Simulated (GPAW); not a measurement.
**As: single point with PBE**

Crystal: As.

```
As
1.0
     2.70368    0.00000    0.00000
     0.00000    2.70368    0.00000
     0.00000    0.00000    2.70368
As
1
Direct
  0.50000 0.50000 0.50000
```

This isn't the form of As at room conditions, which is rhombohedral.

```json
{"Program": "GPAW 26.7.0", "Task": "single point", "Functional": "PBE", "Potentials or basis": "SG15 ONCV 1.2", "Cutoff": "800 eV", "Basis": "pw", "k mesh": "8 × 8 × 8", "Occupations": "fermi-dirac, width 0.05 eV", "Spin": "no spin polarisation", "Maxiter": "120", "Convergence": "default"}
```

```
Pressure               : 1.1 GPa
Band gap on the k mesh : none (metal or under the smearing width)
```

Levels at points of the mesh, in eV from the Fermi level:
```tsv
k point	band 1	band 2	band 3	band 4	band 5
(0.00, 0.00, 0.00)	-14.95	4.18	4.18	4.18	8.64
(0.50, 0.00, 0.00)	-11.81	-6.90	6.47	6.47	11.43
(0.50, 0.50, 0.00)	-8.54	-4.22	-4.22	2.54	8.62
(0.50, 0.50, 0.50)	-4.92	-1.78	-1.78	-1.78	6.01
```

Wall time 6 s on 1 thread of Arm Neoverse V1 (shared host), peak memory 0.13 GiB.
